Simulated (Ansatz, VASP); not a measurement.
**Cross-check of TePb (Altaite) between VASP and Ansatz**

One calculation is typed for both programs; each brings its own data sets and cutoff. How far apart do they land? Other levels of theory on this material are compared in a session of their own.

Method: plane waves, with VASP 6.6.1 beside it; single point at PBEsol, in Ansatz 0.2.0.

## 1. The structure

The structure is cubic, space group Fm-3m (No. 225). The conventional cell has a = 6.438 Å, b = 6.438 Å, c = 6.438 Å, α = 90.00°, β = 90.00°, γ = 90.00°. Pb has 6 Te at 3.22 Å nearest. Nearest to Te lie 6 Pb at 3.22 Å. Farther neighbours and most contacts between anions are not listed.

Structure file:

```cif
data_structure
_symmetry_space_group_name_H-M 'Fm-3m'
_symmetry_Int_Tables_number 225
_cell_length_a 6.4384
_cell_length_b 6.4384
_cell_length_c 6.4384
_cell_angle_alpha 90.000
_cell_angle_beta 90.000
_cell_angle_gamma 90.000
_cell_volume 266.89
loop_
_atom_site_label
_atom_site_type_symbol
_atom_site_symmetry_multiplicity
_atom_site_Wyckoff_symbol
_atom_site_fract_x
_atom_site_fract_y
_atom_site_fract_z
_atom_site_occupancy
Pb1 Pb 4 a 0.00000 0.00000 0.00000 1
Te1 Te 4 b 0.50000 0.00000 0.00000 1
```

## 2. VASP: single point, PBEsol

With cell and atoms fixed, the geometry can't cause a difference; cores, projectors, grids and the points listed under the comparison can.

Lines of VASP's logs that name or quote its potential files are left out, and so is its time.

Input file INCAR:

```
SYSTEM = TePb
PREC = Accurate
ENCUT = 400
EDIFF = 1E-05
NELM = 100
ISMEAR = 0
SIGMA = 0.05
LREAL = .FALSE.
ALGO = Normal
GGA = PS
NBANDS = 16
LORBIT = 11
LWAVE = .FALSE.
LCHARG = .FALSE.
KPAR = 4
```

Input file POSCAR:

```
TePb
1.0
    0.0000000000      3.2192000000      3.2192000000
    3.2192000000      0.0000000000      3.2192000000
    3.2192000000      3.2192000000      0.0000000000
Pb Te
1 1
Direct
    0.0000000000      0.0000000000      0.0000000000
    0.5000000000      0.5000000000      0.5000000000
```

Input file KPOINTS:

```
Automatic mesh
0
Gamma
6 6 6
0 0 0
```

The projector-augmented-wave data sets are Pb_d and Te (PBE family, release 64).

On the command line:

```
mpirun -np 4 vasp_std
```

Numbers of over 12 decimals in the logs are rounded to 6 here.

The log of the run:

```text
[banner, memory and clock lines left out]
running    4 mpi-ranks, on    1 nodes
 distrk:  each k-point on    1 cores,    4 groups
 distr:  one band on    1 cores,    1 groups

 POSCAR found type information on POSCAR PbTe
 POSCAR found :  2 types and       2 ions
|                                                                             |
|               ----> ADVICE to this user running VASP <----                  |
|                                                                             |
|     You enforced a specific xc type in the INCAR file but a different       |
|     [... a line on the potential file left out ...]
|     I HOPE YOU KNOW WHAT YOU ARE DOING!                                     |
|                                                                             |

 LDA part: xc-table for (Slater+PW92), standard interpolation
 POSCAR, INCAR and KPOINTS ok, starting setup
 FFT: planning ... GRIDC
 FFT: planning ... GRID_SOFT
 FFT: planning ... GRID
 WAVECAR not read
 entering main loop
       N       E                     dE             d eps       ncg     rms          rms(c)
DAV:   1     0.142674452348E+03    0.14267E+03   -0.78862E+03   512   0.988E+02
DAV:   2     0.338649633916E+00   -0.14234E+03   -0.13817E+03   576   0.285E+02
DAV:   3    -0.816061151362E+01   -0.84993E+01   -0.84858E+01   632   0.760E+01
DAV:   4    -0.836724564152E+01   -0.20663E+00   -0.20660E+00   664   0.146E+01
DAV:   5    -0.837640762908E+01   -0.91620E-02   -0.91619E-02   696   0.246E+00    0.349E+00
DAV:   6    -0.826560817287E+01    0.11080E+00   -0.25089E-01   720   0.394E+00    0.218E+00
DAV:   7    -0.825970745291E+01    0.59007E-02   -0.74000E-02   664   0.151E+00    0.885E-01
DAV:   8    -0.825994007269E+01   -0.23262E-03   -0.81655E-03   640   0.934E-01    0.132E-01
DAV:   9    -0.825990544104E+01    0.34632E-04   -0.90900E-04   792   0.307E-01    0.428E-02
DAV:  10    -0.825990695137E+01   -0.15103E-05   -0.90174E-05   664   0.850E-02
   1 F= -.82599070E+01 E0= -.82599070E+01  d E =-.464565E-18
```

From OUTCAR (step 2):

```text
ion  position               nearest neighbor table
   1  0.000  0.000  0.000-   2 3.22   2 3.22   2 3.22   2 3.22   2 3.22   2 3.22
   2  0.500  0.500  0.500-   1 3.22   1 3.22   1 3.22   1 3.22   1 3.22   1 3.22

  LATTYP: Found a face centered cubic cell.
 ALAT       =     6.4384000000

 Subroutine GETGRP returns: Found 48 space group operations
 (whereof 48 operations were pure point group operations)

The static configuration has the point symmetry O_h .

 Found     16 irreducible k-points:

   k-points           NKPTS =     16   k-points in BZ     NKDIM =     16   number of bands    NBANDS=     16

   dimension x,y,z NGX =    30 NGY =   30 NGZ =   30
   dimension x,y,z NGXF=    60 NGYF=   60 NGZF=   60

   ENCUT  =  400.0 eV  29.40 Ry    5.42 a.u.   7.42  7.42  7.42*2*pi/ulx,y,z

   NELECT =      20.0000    total number of electrons

 k-points in reciprocal lattice and weights: Automatic mesh
   0.00000000  0.00000000  0.00000000       0.005
   0.16666667  0.00000000  0.00000000       0.037
   0.33333333  0.00000000  0.00000000       0.037
   0.50000000  0.00000000  0.00000000       0.019
   0.16666667  0.16666667  0.00000000       0.028
   0.33333333  0.16666667  0.00000000       0.111
   0.50000000  0.16666667  0.00000000       0.111
  -0.33333333  0.16666667  0.00000000       0.111
  -0.16666667  0.16666667  0.00000000       0.056
[...]
-0.33333333  0.33333333  0.16666667       0.111
  -0.33333333  0.50000000  0.16666667       0.056

 average (electrostatic) potential at core
       1 -91.3472       2 -88.0290

 E-fermi :   5.8977

 k-point     1 :       0.0000    0.0000    0.0000
  band No.  band energies     occupation
    ...
      6      -6.5236      2.00000
      7       0.0143      2.00000
      8       4.2269      2.00000
      9       4.2269      2.00000
     10       4.2269      2.00000
     11       9.6705      0.00000
     12       9.6705      0.00000
     13       9.6705      0.00000
     14      11.3347      0.00000
     15      11.3347      0.00000
    ...

 k-point     2 :       0.1667    0.0000    0.0000
  band No.  band energies     occupation
    ...
      6      -6.2827      2.00000
      7      -0.7385      2.00000
      8       4.2994      2.00000
      9       4.2994      2.00000
     10       4.6285      2.00000
     11       8.4568      0.00000
     12       8.7182      0.00000
     13       8.7182      0.00000
     14      11.1586      0.00000
     15      11.8490      0.00000
    ...

 k-point     3 :       0.3333    0.0000    0.0000
  band No.  band energies     occupation
    ...
      6      -5.6230      2.00000
      7      -2.1732      2.00000
      8       4.5178      2.00000
      9       4.5178      2.00000
     10       5.2091      2.00000
     11       6.9977      0.00000
     12       7.4101      0.00000
     13       7.4101      0.00000
     14      12.1146      0.00000
     15      13.2240      0.00000
    ...

  Total        0.0626800      0.0626800      0.0626800      0.0000000      0.0000000     -0.0000000
  in kB        1.5051017      1.5051017      1.5051017      0.0000000      0.0000000     -0.0000000
  external PRESSURE =       1.5051017 kB  Pullay stress =       0.0000000 kB

  energy-cutoff  :      400.00
  volume of cell :       66.72
      direct lattice vectors                 reciprocal lattice vectors
     0.000000000  3.219200000  3.219200000    -0.155318091  0.155318091  0.155318091
     3.219200000  0.000000000  3.219200000     0.155318091 -0.155318091  0.155318091
     3.219200000  3.219200000  0.000000000     0.155318091  0.155318091 -0.155318091

 POSITION                                       TOTAL-FORCE (eV/Angst)
 -----------------------------------------------------------------------------------
      0.00000      0.00000      0.00000         0.000000     -0.000000      0.000000
      3.21920      3.21920      3.21920        -0.000000      0.000000     -0.000000
 -----------------------------------------------------------------------------------
    total drift:                               -0.000000      0.000000      0.000000

  FREE ENERGIE OF THE ION-ELECTRON SYSTEM (eV)
  ---------------------------------------------------
  free  energy   TOTEN  =        -8.2599069514 eV

  energy  without entropy=       -8.2599069514  energy(sigma->0) =       -8.25990695

 total charge
# of ion       s       p       d       tot
------------------------------------------
    1        1.448   0.589   9.831  11.868
    2        1.377   1.989   0.019   3.385
--------------------------------------------------
tot          2.825   2.578   9.850  15.254

[... 3 further parts left out ...]
```

The run ends at a pressure of 0.15 GPa.

## 3. Ansatz: single point, PBEsol

Ansatz runs on its default PAW (the set named soft_2) files.

The same cell, functional, mesh and smearing now go to Ansatz, which takes its cutoff from its data sets.

Input file input.yaml:

```yaml
crystal:
  lattice:
    - [0.0, 3.2192, 3.2192]
    - [3.2192, 0.0, 3.2192]
    - [3.2192, 3.2192, 0.0]
  atoms:
    - { symbol: Pb, position: [0.0, 0.0, 0.0] }
    - { symbol: Te, position: [0.5, 0.5, 0.5] }
hamiltonian:
  xc: pbesol
  pseudopotentials: { kind: paw }
kpoints:
  mp_grid: { grid: [6, 6, 6] }
scf:
  occupations: { method: gaussian, width: 0.05 }
  n_extra_bands: 4
output:
  forces: true
  stress: true
  eigenvalues: true
```

On the command line:

```
ansatz run input.yaml --threads 2 --pin off --max-ram 4608MiB --backend cpu --events-out ev --progress --plain --runs-dir out
```

The log of the run:

```text
scf.n_extra_bands = 4 over 15 filled bands (N_el = 30.0): the run solves 19 bands
Engine: ansatz 0.2.0, aarch64-unknown-linux-gnu
Pseudopotentials: kind: paw
Pseudopotential: Pb, paw, valence charge 14, recommended cutoff 420 eV (normal), Pb.paw.azcp
Pseudopotential: Te, paw, valence charge 16, recommended cutoff 420 eV (normal), Te.paw.azcp
Functional definition: PBEsol
  exchange = pbesol_x
  correlation = pbesol_c
Crystal: 2 atoms, lattice volume = 66.723 Å³
Basis set: ecut = 420 eV, 1291 PW (Γ), exchange–correlation on 64×64×64 points (8 copies of the dense FFT grid, shifted against one another)
Bands: 19, of which v1, the nominal top of the filled ones, is band 15 counted from 1 (14 counted from 0)
Symmetry: 48 space group operations
Space group: Fm-3m (ITA 225), of the structure as read, at distance tolerance 4.1e-5 Å
k-points: 16 of 216
Non-local potential: Pb, projectors of the file, l = 0: 2, l = 1: 2, l = 2: 2, l = 3: 2
Non-local potential: Te, projectors of the file, l = 0: 2, l = 1: 2, l = 2: 2, l = 3: 2
PAW form: soft (Blöchl's): semilocal exchange-correlation on the pseudo side does not see the compensation charge
PAW frozen core: Pb, regenerated for the run's functional, and the local potential with it (the file was generated under x = pbe(κ = 0.804, μ = 0.219515), c = pbe(β = 0.066725))
PAW frozen core: Te, regenerated for the run's functional, and the local potential with it (the file was generated under x = pbe(κ = 0.804, μ = 0.219515), c = pbe(β = 0.066725))
PAW one-centre angular grid: Pb, 590 points (default); XC on 64 Gauss nodes
PAW one-centre angular grid: Te, 590 points (default); XC on 64 Gauss nodes
Initial density: superposition of atomic densities (neutral atoms: chi_scale 0, normalization atom), corrected by the library's trained network
Initial wavefunctions: pseudopotential atomic-orbital guess
Functional: x = pbesol(κ = 0.804, μ = 0.123457), c = pbesol(β = 0.046)
SCF iter   1: F=—  HF=-18657.194305 eV  |F-HF|=—  |Δ(HF+E_count)|=         —  Δρ=2.11e-3  dr2=4.77e-3  ethr=1.77e-3  ⟨swp⟩=6.7  Hψ=1601  notcnv=0
preconditioner: auto → none  [insulator: Δε(μ)=0.625 eV  Ē_g=14.681 eV  σ=0.050 eV  W_gap=1.00  n_scr=14 (ndim 8)  ℏωp=20.3 eV  f_vac=0.013  D(μ)=0.00/eV (n_scr^D=0)  ε∞_Penn≈2.9]
SCF iter   2: F=—  HF=-18657.190775 eV  |F-HF|=—  |Δ(HF+E_count)|=   3.53e-3  Δρ=8.65e-4  dr2=4.94e-4  ethr=1.59e-5  ⟨swp⟩=2.2  Hψ=675  notcnv=0
SCF iter   3: F=—  HF=-18657.190707 eV  |F-HF|=—  |Δ(HF+E_count)|=   6.72e-5  Δρ=3.02e-4  dr2=5.37e-5  ethr=1.65e-6  ⟨swp⟩=2.0  Hψ=456  notcnv=0
SCF iter   4: F=—  HF=-18657.190728 eV  |F-HF|=—  |Δ(HF+E_count)|=   2.05e-5  Δρ=1.17e-4  dr2=5.75e-6  ethr=1.79e-7  ⟨swp⟩=2.0  Hψ=372  notcnv=0
SCF iter   5: F=—  HF=-18657.190732 eV  |F-HF|=—  |Δ(HF+E_count)|=   3.74e-6  Δρ=1.49e-5  dr2=1.63e-7  ethr=1.92e-8  ⟨swp⟩=2.0  Hψ=459  notcnv=0
SCF iter   6: F=-18657.190731 eV  HF=-18657.190731 eV  |F-HF|=5.13e-9  |Δ(HF+E_count)|=   9.64e-8  Δρ=2.97e-6  dr2=5.53e-9  ethr=3.33e-10  ⟨swp⟩=5.9  Hψ=1409  notcnv=0
SCF 1 converged in 6 iterations: F = -18657.190731 eV  dr2 = 5.53e-9
  greatest PAW one-centre occupation: 0.998 electrons in one spin orbital (limit 2), on the Te atom at site 1 (counted from 0), in its partial waves of l = 2
SCF converged after 6 iterations
Free energy (F): -18657.190731 eV
Harris-Foulkes:  -18657.190731 eV  (|F-HF|=5.13e-9)
Internal energy: -18657.190731 eV  (E = F + TS)
E sigma→0 (E₀):  -18657.190731 eV
Fermi energy:    9.033818 eV
--- Per-component energies (eV) ---
  E_band       = -315.982082
  E_kinetic    = 468.916641
  E_local      = -2372.637404  (includes V_loc(G=0)·N_el)
  E_nonlocal   = 44.298480
  E_hartree    = 1247.128170
  E_xc         = -342.898473
  E_vxc        = -237.459567  (∫ρ·V_xc dr)
  E_paw        = -14839.058360  (= ΣΔE_a)
  E_vpaw       = -713.361112  (= ΣTr[D̂ρ^β])
  E_aug_tail   = -0.000157  (compensation charges beyond the density's cutoff)
  E_ewald      = -2863.376560
  E_core_change = 0.436932  (= ΣΔE_core)
  E_smearing   = -0.000000  (= −TS)
  E_closure    = 0.000000  (closes the sum)
  Σ components = -18657.190731   (vs F -18657.190731, Δ=0.00e0)
--- Forces (eV/Å), atoms counted from 1 ---
  atom   1  Pb    -0.00000000     0.00000000     0.00000000
  atom   2  Te     0.00000000     0.00000000    -0.00000000
  max |Σ_I F_I| component: 3.70e-29 eV/Å
--- Stress (GPa, compression-positive) ---
        0.105327       0.000000       0.000000
        0.000000       0.105327       0.000000
       -0.000000      -0.000000       0.105327
  P = ⅓ Tr σ = 0.1053 GPa (1.053 kbar)
--- Band table (eV; the first three rows and the last of 16) ---
  k-point 0: bands = [... 11 lower, 3.1244, 7.3313, 7.3313, 7.3313, 12.7786, 12.7786, 12.7786, 14.4650]
  k-point 1: bands = [... 11 lower, 2.3725, 7.4037, 7.4037, 7.7340, 11.5659, 11.8290, 11.8290, 14.2771]
  k-point 2: bands = [... 11 lower, 0.9414, 7.6215, 7.6215, 8.3167, 10.1061, 10.5216, 10.5216, 15.2288]
  k-point 15: bands = [... 11 lower, 0.8475, 4.4430, 5.2820, 7.4227, 11.4937, 12.9480, 14.6998, 14.7670]
```

The job ended after 1.6 s (2 threads of Arm Neoverse N1, shared host; peak memory 0.32 GiB).

The run ends at a pressure of 0.11 GPa.

## 4. Side by side

Known differences besides the potentials themselves: the data sets hold 30 valence electrons in Ansatz (default PAW (the set named soft_2) files) and 20 in VASP; the cutoff is 420 eV in Ansatz and 400 eV in VASP; Ansatz makes its cores anew for this functional, VASP keeps those of its PBE data sets; VASP leaves aspherical gradient terms in its spheres out (LASPH is not set), Ansatz keeps them. Total energies have different zeros and are not compared.

Compared:

```tsv
quantity	Ansatz	VASP	difference
pressure (GPa)	0.11	0.15	-0.05
gap on the k mesh (eV)	0.641	0.644	-0.003
```

A gap on the mesh is an upper bound, since the band edges may lie between its points; neither run holds spin-orbit coupling, which can move the band edges of a compound of Pb. Ansatz's pressure holds a Pulay correction of 0.02 GPa; VASP's holds none.

## 5. Summary of results

| Quantity | Value |
| --- | --- |
| difference in gap on the k mesh (single point, PBEsol) | -0.0032 eV |

**Reading.** The difference in gap on the k mesh is -0.0032 eV (single point, PBEsol), within the 0.08 eV picked in this series as the mark of a large difference. 5 further runs of this series are not shown here. How closely two codes agree says nothing of how well the functional describes the real material.

[Lines on the potential files, build, host, timing and source positions are cut from VASP's logs without a mark.]

[Logs are printed without paths, hosts, clocks, repeated set-up lines and the standing remarks that a program may print on its own settings, such as how far it seeks lower states.]

[Hosts, paths, dates, database ids (printed as entryN), source tags and the programs' standing remarks are cut or masked in the printed files.]
